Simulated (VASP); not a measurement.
# Vibrations of SiO2 (Cristobalite): a test of the settings, part 2 of 3

Aim: test the modes of SiO2 (Cristobalite) against the numerical settings. The starting structure is a measured crystal structure from the Crystallography Open Database.

VASP 6.6.1.

## 2. Reference modes (continued)

Level of this step: LDA; plane waves and PAW (Si, O) (VASP).

OUTCAR, selected parts (step 2):

```text
ion  position               nearest neighbor table
   1  0.804  0.196  0.750-   5 1.61  10 1.61   9 1.61   8 1.61   2 3.07   4 3.07   2 3.07   4 3.07

  LATTYP: Found a simple tetragonal cell.
 ALAT       =     4.9592103833
 C/A-ratio  =     1.3892632002

 Subroutine GETGRP returns: Found  8 space group operations
 (whereof  2 operations were pure point group operations)

The static configuration has the point symmetry C_2 .
 The point group associated with its full space group is D_4 .

 Found     18 irreducible k-points:

   k-points           NKPTS =     18   k-points in BZ     NKDIM =     18   number of bands    NBANDS=     44

   dimension x,y,z NGX =    40 NGY =   40 NGZ =   54
   dimension x,y,z NGXF=    80 NGYF=   80 NGZF=  108

   ENCUT  =  520.0 eV  38.22 Ry    6.18 a.u.   9.22  9.22 12.81*2*pi/ulx,y,z

   NELECT =      64.0000    total number of electrons

 k-points in reciprocal lattice and weights: Automatic mesh
   0.00000000  0.00000000  0.00000000       0.016
   0.25000000  0.00000000  0.00000000       0.062
   0.50000000  0.00000000  0.00000000       0.031
   0.25000000  0.25000000  0.00000000       0.062
   0.50000000  0.25000000  0.00000000       0.062
   0.50000000  0.50000000  0.00000000       0.016
   0.00000000  0.00000000  0.25000000       0.031
   0.25000000  0.00000000  0.25000000       0.125
   0.50000000  0.00000000  0.25000000       0.062
[...]
0.50000000  0.25000000  0.50000000       0.062
   0.50000000  0.50000000  0.50000000       0.016

 average (electrostatic) potential at core
       1 -89.0738       2 -89.0885       3 -89.1083       4 -89.1348       5 -74.4906
       6 -74.5266       7 -74.5080       8 -74.4859       9 -74.5184      10 -74.4913
      11 -74.5052      12 -74.5321

 E-fermi :   0.1499

 k-point     1 :       0.0000    0.0000    0.0000
  band No.  band energies     occupation
    ...
     28      -1.3044      2.00000
     29      -0.7148      2.00000
     30      -0.3352      2.00000
     31      -0.3276      2.00000
     32      -0.0222      2.00000
     33       5.5002      0.00000
     34       8.5480      0.00000
     35       8.5591      0.00000
     36       9.0615      0.00000
     37       9.0812      0.00000
    ...

 k-point     2 :       0.2500    0.0000    0.0000
  band No.  band energies     occupation
    ...
     28      -1.1215      2.00000
     29      -0.7865      2.00000
     30      -0.5169      2.00000
     31      -0.3883      2.00000
     32      -0.2034      2.00000
     33       6.1367      0.00000
     34       8.6817      0.00000
     35       8.7263      0.00000
     36       9.0475      0.00000
     37       9.1006      0.00000
    ...

 k-point     3 :       0.5000    0.0000    0.0000
  band No.  band energies     occupation
    ...
     28      -1.0267      2.00000
     29      -0.6989      2.00000
     30      -0.6717      2.00000
     31      -0.5352      2.00000
     32      -0.5021      2.00000
     33       7.5435      0.00000
     34       7.5652      0.00000
     35       8.9533      0.00000
     36       8.9857      0.00000
     37       9.5853      0.00000
    ...

  Total       -0.0074285     -0.0357487     -0.3510111     -0.0311882     -0.0781211     -0.1566346
  in kB       -0.0702406     -0.3380246     -3.3190154     -0.2949025     -0.7386804     -1.4810720
  external PRESSURE =      -1.2424269 kB  Pullay stress =       0.0000000 kB

  energy-cutoff  :      520.00
  volume of cell :      169.44
      direct lattice vectors                 reciprocal lattice vectors
     4.959210383  0.000000000  0.000000000     0.201645004  0.000000000  0.000000000
     0.000000000  4.959210383  0.000000000     0.000000000  0.201645004  0.000000000
     0.000000000  0.000000000  6.889648487     0.000000000  0.000000000  0.145145286

 POSITION                                       TOTAL-FORCE (eV/Angst)
 -----------------------------------------------------------------------------------
      3.98551      0.97370      5.16724        -0.090302     -0.016863     -0.088020
      3.45330      3.45330      3.44482         0.002196     -0.015408      0.027747
      0.97370      3.98551      1.72241        -0.011142     -0.014674      0.033917
      1.50591      1.50591      0.00000        -0.149590     -0.051037     -0.250317
      0.55254      1.17892      5.61866         0.333631      0.088500      0.386342
      1.30068      3.03214      0.46642        -0.009048     -0.022027     -0.021884
      4.40667      3.78029      2.18884         0.007678      0.004005     -0.013766
      3.65853      1.92707      3.91125        -0.030955      0.018152     -0.021947
      3.03214      1.30068      6.42322        -0.008294      0.000061      0.016546
      3.78029      4.40667      4.70081        -0.020945     -0.017876     -0.005812
      1.92707      3.65853      2.97840        -0.010674      0.006667     -0.019156
      1.17892      0.55254      1.25599        -0.012554      0.020499     -0.043650
 -----------------------------------------------------------------------------------
    total drift:                                0.000098      0.000053      0.000322

  FREE ENERGIE OF THE ION-ELECTRON SYSTEM (eV)
  ---------------------------------------------------
  free  energy   TOTEN  =      -103.7453914381 eV

  energy  without entropy=     -103.7453914381  energy(sigma->0) =     -103.74539144

 Eigenvectors and eigenvalues of the dynamical matrix
 ----------------------------------------------------

   1 f  =   35.770221 THz   224.750929 2PiTHz 1193.166153 cm-1   147.933682 meV
             X         Y         Z           dx          dy          dz
      3.985512  0.973698  5.167236    -0.062752   -0.057485   -0.226873
      3.453303  3.453303  3.444824     0.059262   -0.053653    0.213056
      0.973698  3.985512  1.722412    -0.062752   -0.057485    0.226873
      1.505907  1.505907  0.000000     0.059262   -0.053653   -0.213056
      0.552537  1.178923  5.633660     0.351875    0.076351    0.253731
      1.300682  3.032142  0.466424     0.005606   -0.013915   -0.022391
      4.406673  3.780287  2.188836     0.351875    0.076351   -0.253731
      3.658528  1.927068  3.911248     0.005606   -0.013915    0.022391
      3.032142  1.300682  6.423225    -0.352055    0.076552    0.254636
      3.780287  4.406673  4.700813    -0.000804    0.008193   -0.006425
      1.927068  3.658528  2.978401    -0.352055    0.076552   -0.254636
      1.178923  0.552537  1.255989    -0.000804    0.008193    0.006425

   2 f  =   35.770221 THz   224.750929 2PiTHz 1193.166153 cm-1   147.933682 meV
             X         Y         Z           dx          dy          dz
[...]
1.300682  3.032142  0.466424     0.076351   -0.351875   -0.253731
      4.406673  3.780287  2.188836    -0.013915   -0.005606    0.022391
      3.658528  1.927068  3.911248     0.076351   -0.351875    0.253731
      3.032142  1.300682  6.423225     0.008193    0.000804    0.006425
      3.780287  4.406673  4.700813     0.076552    0.352055    0.254636
      1.927068  3.658528  2.978401     0.008193    0.000804   -0.006425
      1.178923  0.552537  1.255989     0.076552    0.352055   -0.254636

   3 f  =   33.701995 THz   211.755880 2PiTHz 1124.177549 cm-1   139.380189 meV
             X         Y         Z           dx          dy          dz
      3.985512  0.973698  5.167236     0.004696   -0.004696    0.000000
      3.453303  3.453303  3.444824     0.004696    0.004696    0.000000
      0.973698  3.985512  1.722412    -0.004696    0.004696    0.000000
      1.505907  1.505907  0.000000    -0.004696   -0.004696    0.000000
      0.552537  1.178923  5.633660     0.286551    0.068723    0.195304
      1.300682  3.032142  0.466424     0.068723   -0.286551   -0.195304
      4.406673  3.780287  2.188836    -0.286551   -0.068723    0.195304
      3.658528  1.927068  3.911248    -0.068723    0.286551   -0.195304
      3.032142  1.300682  6.423225    -0.286551    0.068723    0.195304
      3.780287  4.406673  4.700813    -0.068723   -0.286551   -0.195304
      1.927068  3.658528  2.978401     0.286551   -0.068723    0.195304
      1.178923  0.552537  1.255989     0.068723    0.286551   -0.195304

   4 f  =   32.770739 THz   205.904623 2PiTHz 1093.114175 cm-1   135.528824 meV
             X         Y         Z           dx          dy          dz
      3.985512  0.973698  5.167236    -0.074830   -0.074830   -0.225512
      3.453303  3.453303  3.444824    -0.074830    0.074830   -0.225512
      0.973698  3.985512  1.722412     0.074830    0.074830   -0.225512
      1.505907  1.505907  0.000000     0.074830   -0.074830   -0.225512
      0.552537  1.178923  5.633660     0.264410    0.041795    0.149376
      1.300682  3.032142  0.466424    -0.041795    0.264410    0.149376
      4.406673  3.780287  2.188836    -0.264410   -0.041795    0.149376
      3.658528  1.927068  3.911248     0.041795   -0.264410    0.149376
      3.032142  1.300682  6.423225    -0.264410    0.041795    0.149376
      3.780287  4.406673  4.700813     0.041795    0.264410    0.149376
      1.927068  3.658528  2.978401     0.264410   -0.041795    0.149376
      1.178923  0.552537  1.255989    -0.041795   -0.264410    0.149376

   5 f  =   32.629890 THz   205.019646 2PiTHz 1088.415977 cm-1   134.946322 meV
             X         Y         Z           dx          dy          dz
      3.985512  0.973698  5.167236    -0.156344   -0.156344    0.094542
      3.453303  3.453303  3.444824     0.156344   -0.156344   -0.094542
      0.973698  3.985512  1.722412     0.156344    0.156344    0.094542
      1.505907  1.505907  0.000000    -0.156344    0.156344   -0.094542
      0.552537  1.178923  5.633660     0.241645    0.057668    0.185390
      1.300682  3.032142  0.466424     0.057668   -0.241645   -0.185390
      4.406673  3.780287  2.188836    -0.241645   -0.057668    0.185390
      3.658528  1.927068  3.911248    -0.057668    0.241645   -0.185390
      3.032142  1.300682  6.423225     0.241645   -0.057668   -0.185390
      3.780287  4.406673  4.700813     0.057668    0.241645    0.185390
      1.927068  3.658528  2.978401    -0.241645    0.057668   -0.185390
      1.178923  0.552537  1.255989    -0.057668   -0.241645    0.185390

   6 f  =   32.607193 THz   204.877035 2PiTHz 1087.658879 cm-1   134.852454 meV
             X         Y         Z           dx          dy          dz
      3.985512  0.973698  5.167236    -0.186501    0.160343    0.006874
      3.453303  3.453303  3.444824    -0.172662    0.144012    0.083219
      0.973698  3.985512  1.722412    -0.186501    0.160343   -0.006874
      1.505907  1.505907  0.000000    -0.172662    0.144012   -0.083219
      0.552537  1.178923  5.633660     0.253376    0.079750    0.187259
      1.300682  3.032142  0.466424     0.031007   -0.226552   -0.181877
      4.406673  3.780287  2.188836     0.253376    0.079750   -0.187259
      3.658528  1.927068  3.911248     0.031007   -0.226552    0.181877
      3.032142  1.300682  6.423225     0.265056   -0.043673   -0.210139
      3.780287  4.406673  4.700813    -0.073581   -0.212768   -0.154878
      1.927068  3.658528  2.978401     0.265056   -0.043673    0.210139
      1.178923  0.552537  1.255989    -0.073581   -0.212768    0.154878

   7 f  =   32.607193 THz   204.877035 2PiTHz 1087.658879 cm-1   134.852454 meV
             X         Y         Z           dx          dy          dz
      3.985512  0.973698  5.167236    -0.144012   -0.172662    0.083219
      3.453303  3.453303  3.444824    -0.160343   -0.186501   -0.006874
      0.973698  3.985512  1.722412    -0.144012   -0.172662   -0.083219
      1.505907  1.505907  0.000000    -0.160343   -0.186501    0.006874
      0.552537  1.178923  5.633660     0.226552    0.031007    0.181877
      1.300682  3.032142  0.466424    -0.079750    0.253376    0.187259
      4.406673  3.780287  2.188836     0.226552    0.031007   -0.181877
      3.658528  1.927068  3.911248    -0.079750    0.253376   -0.187259
      3.032142  1.300682  6.423225     0.212768   -0.073581   -0.154878
      3.780287  4.406673  4.700813     0.043673    0.265056    0.210139
      1.927068  3.658528  2.978401     0.212768   -0.073581    0.154878
      1.178923  0.552537  1.255989     0.043673    0.265056   -0.210139

   8 f  =   32.529894 THz   204.391350 2PiTHz 1085.080453 cm-1   134.532770 meV
             X         Y         Z           dx          dy          dz
      3.985512  0.973698  5.167236     0.171585   -0.171585    0.000000
      3.453303  3.453303  3.444824    -0.171585   -0.171585    0.000000
      0.973698  3.985512  1.722412    -0.171585    0.171585    0.000000
      1.505907  1.505907  0.000000     0.171585    0.171585   -0.000000
      0.552537  1.178923  5.633660    -0.241203   -0.056880   -0.184781
      1.300682  3.032142  0.466424     0.056880   -0.241203   -0.184781
      4.406673  3.780287  2.188836     0.241203    0.056880   -0.184781
      3.658528  1.927068  3.911248    -0.056880    0.241203   -0.184781
      3.032142  1.300682  6.423225    -0.241203    0.056880    0.184781
    [... 420 further lines ...]
      3.780287  4.406673  4.700813     0.000047    0.000065   -0.258072
      1.927068  3.658528  2.978401     0.000065   -0.000047   -0.258072
      1.178923  0.552537  1.255989    -0.000047   -0.000065   -0.258072

 ELASTIC MODULI CONTR FROM IONIC RELAXATION (kBar)
 Direction    XX          YY          ZZ          XY          YZ          ZX
 --------------------------------------------------------------------------------
 XX       -3420.2018   -201.6032  -1260.0916      0.0000      0.0000     -0.0000
 YY        -201.6032  -3420.2018  -1260.0916     -0.0000     -0.0000      0.0000
 ZZ       -1260.0916  -1260.0916  -2571.8645      0.0000      0.0000      0.0000
 XY           0.0000     -0.0000     -0.0000   -236.6702     -0.0000      0.0000
 YZ           0.0000     -0.0000      0.0000     -0.0000   -754.1915      0.0000
 ZX          -0.0000      0.0000      0.0000      0.0000      0.0000   -754.1915
 --------------------------------------------------------------------------------

 total charge
# of ion       s       p       d       tot
------------------------------------------
    1        0.655   1.028   0.000   1.683
    2        0.655   1.028   0.000   1.683
    3        0.655   1.028   0.000   1.683
    4        0.655   1.028   0.000   1.683
    5        1.540   3.688   0.000   5.227
    6        1.540   3.688   0.000   5.227
    7        1.540   3.688   0.000   5.227
    8        1.540   3.688   0.000   5.227
    9        1.540   3.688   0.000   5.227
   10        1.540   3.688   0.000   5.227
   11        1.540   3.688   0.000   5.227
   12        1.540   3.688   0.000   5.227
--------------------------------------------------
tot         14.936  33.616   0.000  48.552

[... 3 further parts left out ...]
```

The last energy, forces, stress and levels in OUTCAR belong to the last displaced cell, not to the cell of POSCAR.

Reference: the zone-centre modes are at the top E (7) 1193.2, B2 (3) 1124.2, A2 (3) 1093.1, A1 (4) 1085.1 cm⁻¹, at the bottom A1 (1) 224.9, E (1) 145.9, B1 (2) 113.0, B1 (1) 43.9 cm⁻¹, with 13 more of the listed ones between (levels within 1 cm⁻¹ of another are left out).

## 3. Modes with a 3×3×2 mesh

Against step 2 the input has a 3×3×2 mesh (also changed: KPAR).

File INCAR:

```
SYSTEM = SiO2
PREC = Accurate
ENCUT = 520
EDIFF = 1E-08
NELM = 100
ISMEAR = 0
SIGMA = 0.03
LREAL = .FALSE.
ALGO = Normal
GGA = CA
NBANDS = 44
LORBIT = 11
LWAVE = .FALSE.
LCHARG = .FALSE.
KPAR = 2
IBRION = 6
NFREE = 2
POTIM = 0.015
NSW = 1
ISIF = 2
```

File POSCAR:

```
SiO2
1.0
    4.9592103833      0.0000000000      0.0000000000
    0.0000000000      4.9592103833      0.0000000000
    0.0000000000      0.0000000000      6.8896484875
Si O
4 8
Direct
    0.8036586020      0.1963413980      0.7500000000
    0.6963413980      0.6963413980      0.5000000000
    0.1963413980      0.8036586020      0.2500000000
    0.3036586020      0.3036586020      0.0000000000
    0.1114163521      0.2377239944      0.8176991839
    0.2622760056      0.6114163521      0.0676991839
    0.8885836479      0.7622760056      0.3176991839
    0.7377239944      0.3885836479      0.5676991839
    0.6114163521      0.2622760056      0.9323008161
    0.7622760056      0.8885836479      0.6823008161
    0.3885836479      0.7377239944      0.4323008161
    0.2377239944      0.1114163521      0.1823008161
```

File KPOINTS:

```
Automatic mesh
0
Gamma
3 3 2
0 0 0
```

PAW data sets: Si and O (LDA family, release 64).

On the command line:

```bash
> mpirun -np 16 vasp_std
```

The program printed:

```text
[banner, memory and clock lines left out]
running   16 mpi-ranks, on    1 nodes
[...]
[... a notice as in an earlier step ...]

 LDA part: xc-table for (Slater(with rela. corr.)+CA(PZ))
 , standard interpolation
|                                                                             |
|           W    W    AA    RRRRR   N    N  II  N    N   GGGG   !!!           |
|           W    W   A  A   R    R  NN   N  II  NN   N  G    G  !!!           |
|           W    W  A    A  R    R  N N  N  II  N N  N  G       !!!           |
|           W WW W  AAAAAA  RRRRR   N  N N  II  N  N N  G  GGG   !            |
|           WW  WW  A    A  R   R   N   NN  II  N   NN  G    G                |
|           W    W  A    A  R    R  N    N  II  N    N   GGGG   !!!           |
|                                                                             |
|     The number of bands has been changed from the values supplied in        |
|     The orbitals not found in the WAVECAR file will be initialized with     |
[...]
DAV:   3    -0.116977336244E+03   -0.26885E+02   -0.26755E+02   728   0.732E+01
DAV:   4    -0.117287220087E+03   -0.30988E+00   -0.30957E+00   728   0.883E+00
[...]
DAV:  14    -0.103747827739E+03   -0.18319E-06   -0.18309E-07   712   0.208E-03    0.832E-04
DAV:  15    -0.103747827750E+03   -0.11454E-07   -0.85733E-09   504   0.499E-04    0.406E-04
DAV:  16    -0.103747827750E+03    0.66393E-09   -0.33434E-09   472   0.305E-04
   1 F= -.10374783E+03 E0= -.10374783E+03  d E =-.147657E-14
[... from here on, the cycles between the ionic steps are left out ...]
   2 F= -.10374263E+03 E0= -.10374263E+03  d E =-.243883E-15
   3 F= -.10374275E+03 E0= -.10374275E+03  d E =-.247730E-15
   4 F= -.10374215E+03 E0= -.10374215E+03  d E =-.297276E-15
   5 F= -.10374215E+03 E0= -.10374215E+03  d E =-.297587E-15
   6 F= -.10374314E+03 E0= -.10374314E+03  d E =-.237367E-15
   7 F= -.10374298E+03 E0= -.10374298E+03  d E =-.234585E-16
   8 F= -.10374707E+03 E0= -.10374707E+03  d E =-.482100E-16
   9 F= -.10374707E+03 E0= -.10374707E+03  d E =-.243342E-15
  10 F= -.10374483E+03 E0= -.10374483E+03  d E =-.995776E-16
  11 F= -.10374491E+03 E0= -.10374491E+03  d E =-.185575E-15
 Finite differences progress:
  Degree of freedom:   5/  5
  Displacement:        2/  2
  Total:              10/ 10
```

Run time: 97 s. Hardware: 16 MPI ranks of AMD EPYC 7R43, shared host; peak memory 3 GiB.

Parts of OUTCAR (step 3):

```text
  Total       -0.0084061     -0.0368740     -0.3487457     -0.0311595     -0.0781187     -0.1565072
  in kB       -0.0794849     -0.3486657     -3.2975951     -0.2946315     -0.7386584     -1.4798675
  external PRESSURE =      -1.2419152 kB  Pullay stress =       0.0000000 kB

 POSITION                                       TOTAL-FORCE (eV/Angst)
 -----------------------------------------------------------------------------------
      3.98551      0.97370      5.16724        -0.090094     -0.017111     -0.088078
      3.45330      3.45330      3.44482         0.001962     -0.015661      0.027786
      0.97370      3.98551      1.72241        -0.011392     -0.014442      0.033959
      1.50591      1.50591      0.00000        -0.149347     -0.050793     -0.250344
      0.55254      1.17892      5.61866         0.333245      0.088451      0.385989
      1.30068      3.03214      0.46642        -0.008984     -0.022474     -0.022308
      4.40667      3.78029      2.18884         0.008152      0.004075     -0.014219
      3.65853      1.92707      3.91125        -0.031031      0.018593     -0.022393
      3.03214      1.30068      6.42322        -0.008756      0.000128      0.016992
      3.78029      4.40667      4.70081        -0.020884     -0.017444     -0.005384
      1.92707      3.65853      2.97840        -0.010271      0.006607     -0.018754
      1.17892      0.55254      1.25599        -0.012601      0.020071     -0.043246
 -----------------------------------------------------------------------------------
    total drift:                                0.000074      0.000035      0.000321

  FREE ENERGIE OF THE ION-ELECTRON SYSTEM (eV)
  ---------------------------------------------------
  free  energy   TOTEN  =      -103.7449131949 eV

  energy  without entropy=     -103.7449131949  energy(sigma->0) =     -103.74491319

[... 1 part as in an earlier step ...]

[... 2 further parts left out ...]
[key lines of the parts left out:]
E-fermi :   0.1402
```

The last energy, forces and stress in OUTCAR belong to the last displaced cell, not to that of POSCAR.

With a 3×3×2 mesh the compared modes are at the top E (7) 1193.1, B2 (3) 1124.1 cm⁻¹, at the bottom B1 (2) 112.8, B1 (1) 43.6 cm⁻¹, with 17 more of the listed ones between; the largest shift among the levels compared is -0.3 cm⁻¹, in B1 (1), from the reference.

(Continued in part 3 of 3.)

[Lines on the potential files, build, host, timing and source positions are cut from VASP's logs without a mark.]

[Logs are printed without paths, hosts, clocks, repeated set-up lines and the standing remarks that a program may print on its own settings, such as how far it seeks lower states.]

[Hosts, paths, dates, database ids (printed as entryN), source tags and the programs' standing remarks are cut or masked in the printed files.]
